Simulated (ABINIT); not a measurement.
A run of ABINIT 10.8.3 (patched build) is set up as follows.

The input run.py:

```python
import json, os
import numpy as np
from ase.eos import EquationOfState
from ase.units import GPa
from ase.calculators.mixing import SumCalculator
from dftd4.ase import DFTD4
from ase.calculators.abinit import Abinit, AbinitProfile
from ase import Atoms

atoms = Atoms(['P', 'B'],
              cell=[[0.0, 2.269, 2.269], [2.269, 0.0, 2.269], [2.269, 2.269, 0.0]],
              scaled_positions=[[0.75, 0.75, 0.75], [0.0, 0.0, 0.0]],
              pbc=True)

profile = AbinitProfile(command='abinit', pp_paths=[os.path.abspath('pseudos')])
params = dict(
    pps='pawxml', xc='PBE',
    ecut=544.2277,
    pawecutdg=1088.4554,
    pawxcdev=0,
    kptopt=1,
    ngkpt=[10, 10, 10],
    nshiftk=1,
    shiftk=[0.0, 0.0, 0.0],
    ixc=11,
    nband=8,
    occopt=3,
    tsmear=0.05,
    nstep=100,
    tolvrs=1e-09,
    prtwf=0,
    prtden=0,
)

cell0 = atoms.cell.copy()
volumes, energies = [], []
for i, x in enumerate([0.94, 0.96, 0.98, 1.0, 1.02, 1.04, 1.06]):
    atoms.set_cell(cell0 * x ** (1 / 3), scale_atoms=True)
    atoms.calc = SumCalculator([Abinit(profile=profile, directory=f'v{i}', **params), DFTD4(method='pbe')])
    volumes.append(atoms.get_volume() / len(atoms))
    dft, disp = atoms.calc.mixer.calcs
    energies.append((dft.get_property('free_energy', atoms) + disp.get_property('energy', atoms)) / len(atoms))
    print(f'{x:5.2f} {volumes[-1]:10.5f} A^3/atom {energies[-1]:14.6f} eV/atom', flush=True)
    json.dump(dict(volumes=volumes, energies=energies), open('results.json', 'w'))
v0, e0, b0 = EquationOfState(volumes, energies, eos='vinet').fit()
print(f'V0 {v0:.4f} A^3/atom  E0 {e0:.6f} eV/atom  B0 {b0 / GPa:.2f} GPa')
```

Potentials or basis: JTH PAW PBE v2.0.

Run with:

```bash
$ python run.py
```

Predict the equilibrium volume.

11.43 Å³/atom.

Predict the pressure derivative of the bulk modulus.

3.9.

Estimate the bulk modulus.

171 GPa.

Energy against volume, from the lowest point:
| volume (Å³/atom) | energy (meV/atom) |
| --- | --- |
| 10.981 | 10.00 |
| 11.214 | 2.19 |
| 11.448 | 0.00 |
| 11.682 | 2.85 |
| 11.915 | 10.29 |
| 12.149 | 21.88 |
| 12.383 | 37.23 |

Caveat: pressures at fixed basis lie under the slope of the energies; the log and the count of SCF iterations are those of the last ABINIT call alone.

**The experiment to reproduce.**

From “Equation of state of single-crystal cubic boron phosphide”, 2014, arxiv:1407.1677, for a bulk crystal of BP at 300 K: bulk modulus 179 ± 1 GPa.

Measured bulk modulus of BP: 179 GPa (300 K; “Equation of state of single-crystal cubic boron phosphide”, 2014, arxiv:1407.1677). This calculation gives 171 GPa (-4.4 %). 3 values of this kind are on record (173 to 179 GPa); this one was drawn at random among those near their median, those with a stated uncertainty first. The fit is for a static lattice scaled at fixed shape and fixed fractional positions.
